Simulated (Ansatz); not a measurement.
# ZnSe (Stilleite): the cost of one run

Computed with Ansatz 0.2.0 (DFT PBEsol, scalar-relativistic, plane waves, PAW, unless a step's input says otherwise).

That is the level of the relaxation; later steps name their own.

**1. Starting point**

The structure is cubic, space group F-43m (No. 216). The conventional cell has a = 5.633 Å, b = 5.633 Å, c = 5.633 Å, α = 90.00°, β = 90.00°, γ = 90.00°. Zn (site symmetry -43m) is surrounded by 4 Se at 2.44 Å. Se (site symmetry -43m) is surrounded by 4 Zn at 2.44 Å.

Structure file:

```xyz
2
Lattice="0.0000 2.8166 2.8166 2.8166 0.0000 2.8166 2.8166 2.8166 0.0000" Properties=species:S:1:pos:R:3 pbc="T T T"
Zn    0.0000    0.0000    0.0000
Se    1.4083    1.4083    1.4083
```

It is the result of an earlier relaxation at this level (volume 22.34 Å³/atom; gap on the mesh: 1.24 eV).

**2. Levels with PBEsol**

File input.yaml:

```yaml
crystal:
  lattice:
    - [0.0, 2.8166002476, 2.8166002476]
    - [2.8166002476, 0.0, 2.8166002476]
    - [2.8166002476, 2.8166002476, 0.0]
  atoms:
    - { symbol: Zn, position: [0.0, 0.0, 0.0] }
    - { symbol: Se, position: [0.25, 0.25, 0.25] }
basis:
  ecutwfc: 420
kpoints:
  mp_grid: { grid: [8, 8, 8] }
  band_path:
    path:
      - [0.0, 0.0, 0.0]
      - [-0.5, -0.5, 0.0]
      - [-0.375, -0.375, 0.25]
      - [-0.375, 0.0, 0.375]
      - [0.0, 0.0, 0.5]
      - [-0.5, -0.25, 0.25]
    npoints: 1
hamiltonian:
  xc: pbesol
scf:
  occupations: { method: gaussian, width: 0.02 }
  n_extra_bands: 4
output:
  forces: true
  stress: true
  eigenvalues: true
  write_density: true
  write_potential: true
  elf: true
  volumetric_format: npy
```

The run is started by

```
> ansatz run input.yaml --threads 1 --pin off --max-ram 2560MiB --backend cpu --events-out ev --progress --plain --runs-dir out
```

**Question.** How long does this run take on 1 thread of Intel Xeon Platinum 8375C at 2.90GHz (Ice Lake), shared host, and how much memory does it need?

About 2.7 s, with a peak of 0.38 GiB.
